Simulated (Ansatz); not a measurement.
Runs of Ansatz 0.2.0 on I. The structure is orthorhombic, space group Cmce (No. 64). Conventional cell: a = 7.270 Å, b = 4.790 Å, c = 9.793 Å, α = 90.00°, β = 90.00°, γ = 90.00°. I (site symmetry m) is surrounded by 1 I at 2.68 Å. 

```csv
screening (1/Å),share of exact exchange,gap on the mesh (eV),pressure (GPa),largest force (eV/Å)
0.2,0.1,1.63,1.5,0.62
0.2,0.25,2.16,1.0,0.30
0.2,0.2,1.98,1.1,0.40
0.3,0.25,1.95,1.1,0.37
0.15,0.25,(a),1.0,0.26
0.2,0.05,1.46,1.6,0.73
0.2,0.15,1.80,1.3,0.51
0.1,0.25,(b),0.9,0.24
```

Alike in all rows: task single point; level HSE06 form with a typed share of exact exchange; potentials or basis Ansatz PAW; no spin polarisation; cell as given; k mesh 4 × 4 × 2; cutoff (eV) 420; smearing fermi-dirac 0.05 eV.

Q: Estimate the missing entries.

A: (a) 2.30; (b) 2.46.

Caveats: spin-orbit coupling is left out, which moves the levels of the heavy elements; the PAW data sets come from PBE, with cores solved anew for the run's functional, which leaves a small shift of forces and pressure; the thresholds are loose for stress.

A k mesh can miss the band edges, and the runs leave out spin-orbit coupling on I.
